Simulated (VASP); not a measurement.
Computed with rev-vdW-DF2, VASP's PBE PAW potentials (set 64) (plane waves; VASP).

The input files of a VASP run:

**INCAR**
```
SYSTEM = Li2O
PREC = Accurate
ENCUT = 520
EDIFF = 1E-7
NELM = 100
ALGO = Normal
LREAL = .FALSE.
LASPH = .TRUE.
ISMEAR = 0
SIGMA = 0.05
GGA = MK
PARAM1 = 0.1234568
PARAM2 = 0.7114
ZAB_VDW = -1.8867
LUSE_VDW = .TRUE.
AGGAC = 0.0
LWAVE = .FALSE.
LCHARG = .FALSE.
LORBIT = 11
ICHARG = 11
```

File KPOINTS:
```
k-points along high-symmetry lines
15
Line-mode
Reciprocal
  0.000000   0.000000   0.000000 ! GAMMA
  0.500000   0.000000   0.500000 ! X

  0.500000   0.000000   0.500000 ! X
  0.625000   0.250000   0.625000 ! U

  0.375000   0.375000   0.750000 ! K
  0.000000   0.000000   0.000000 ! GAMMA

  0.000000   0.000000   0.000000 ! GAMMA
  0.500000   0.500000   0.500000 ! L

  0.500000   0.500000   0.500000 ! L
  0.500000   0.250000   0.750000 ! W

  0.500000   0.250000   0.750000 ! W
  0.500000   0.000000   0.500000 ! X
```

**POSCAR**
```
Li2O
1
    0.0000000000     2.2999668349     2.2999668349
    2.2999668349     0.0000000000     2.2999668349
    2.2999668349     2.2999668349     0.0000000000
Li O
2 1
Direct
  0.2500000000   0.2500000000   0.2500000000
  0.7500000000   0.7500000000   0.7500000000
  0.0000000000   0.0000000000   0.0000000000
```

POTCAR, in this order: Li_sv O (PBE.64 set). Program: vasp_std. Read from the step before: CHGCAR.

The run wrote:

### OUTCAR
```
 ion  position               nearest neighbor table
   1  0.250  0.250  0.250-   3 1.99   3 1.99   3 1.99   3 1.99   2 2.30   2 2.30   2 2.30   2 2.30
                             2 2.30   2 2.30
   2  0.750  0.750  0.750-   3 1.99   3 1.99   3 1.99   3 1.99   1 2.30   1 2.30   1 2.30   1 2.30
                             1 2.30   1 2.30
   3  0.000  0.000  0.000-   2 1.99   2 1.99   2 1.99   1 1.99   2 1.99   1 1.99   1 1.99   1 1.99
  LATTYP: Found a face centered cubic cell.
 ALAT       =     4.5999336698
 Subroutine PRICEL returns:
 Original cell was already a primitive cell.
 Subroutine GETGRP returns: Found 48 space group operations
The static configuration has the point symmetry O_h .
The dynamic configuration has the point symmetry O_h .
 Subroutine INISYM returns: Found 48 space group operations
   k-points           NKPTS =     90   k-points in BZ     NKDIM =     90   number of bands    NBANDS=     10
   number of dos      NEDOS =    301   number of ions     NIONS =      3
   total plane-waves  NPLWV =  13824
   dimension x,y,z NGX =    24 NGY =   24 NGZ =   24
   dimension x,y,z NGXF=    48 NGYF=   48 NGZF=   48
   ions per type =               2   1
   PREC   = accura    normal or accurate (medium, high low for compatibility)
   ISTART =      0    job   : 0-new  1-cont  2-samecut
   ICHARG =     11    charge: 1-file 2-atom 10-const
   ISPIN  =      1    spin polarized calculation?
   LNONCOLLINEAR =      F non collinear calculations
...
```

**OSZICAR**
```
       N       E                     dE             d eps       ncg     rms          rms(c)
DAV:   1     0.414794947791E+02    0.41479E+02   -0.61972E+03  1800   0.129E+03
DAV:   2    -0.669450015224E+01   -0.48174E+02   -0.45222E+02  2234   0.221E+02
DAV:   3    -0.109978303145E+02   -0.43033E+01   -0.42854E+01  2924   0.572E+01
DAV:   4    -0.111296594125E+02   -0.13183E+00   -0.13153E+00  2458   0.844E+00
DAV:   5    -0.111305464269E+02   -0.88701E-03   -0.88687E-03  2560   0.740E-01
DAV:   6    -0.111305541203E+02   -0.76934E-05   -0.76932E-05  2378   0.535E-02
DAV:   7    -0.111305542470E+02   -0.12672E-06   -0.12669E-06  2664   0.563E-03
DAV:   8    -0.111305542515E+02   -0.44741E-08   -0.44917E-08  2200   0.579E-04
   1 F= -.11130554E+02 E0= -.11130554E+02  d E =-.297984E-16
```

**OUTCAR**
```
 val. band max:        1.2993328019   @ k =   0.0000   0.0000   0.0000

 cond. band min:       6.3440714802   @ k =   0.5000   0.0000   0.5000



 k-point     1 :       0.0000    0.0000    0.0000
  band No.  band energies     occupation
      1     -41.5537      2.00000
      2     -41.2056      2.00000
      3     -14.0567      2.00000
      4       1.2993      2.00000
      5       1.2993      2.00000
      6       1.2993      2.00000
      7       6.7593      0.00000
      8      13.2745      0.00000
      9      13.2745      0.00000
     10      13.2745      0.00000

 k-point     2 :       0.0357    0.0000    0.0357
  band No.  band energies     occupation
      1     -41.5520      2.00000
      2     -41.2068      2.00000
      3     -14.0533      2.00000
      4       1.2615      2.00000
      5       1.2790      2.00000
      6       1.2790      2.00000
      7       6.8067      0.00000
      8      13.2867      0.00000
      9      13.2868      0.00000
     10      13.3121      0.00000

 k-point     3 :       0.0714    0.0000    0.0714
  band No.  band energies     occupation
      1     -41.5469      2.00000
      2     -41.2106      2.00000
      3     -14.0432      2.00000
      4       1.1552      2.00000
      5       1.2195      2.00000
      6       1.2195      2.00000
      7       6.9384      0.00000
      8      13.3242      0.00000
      9      13.3242      0.00000
     10      13.4241      0.00000

 k-point     4 :       0.1071    0.0000    0.1071
  band No.  band energies     occupation
      1     -41.5389      2.00000
      2     -41.2166      2.00000
      3     -14.0271      2.00000
      4       0.9976      2.00000
      5       1.1253      2.00000
      6       1.1253      2.00000
      7       7.1228      0.00000
      8      13.3885      0.00000
      9      13.3885      0.00000
     10      13.6083      0.00000

 k-point     5 :       0.1429    0.0000    0.1429
  band No.  band energies     occupation
...
```

The density is held fixed in this step, so its total energy and stress have no physical meaning.

The compound is Li2O in the antifluorite structure. It was relaxed first.
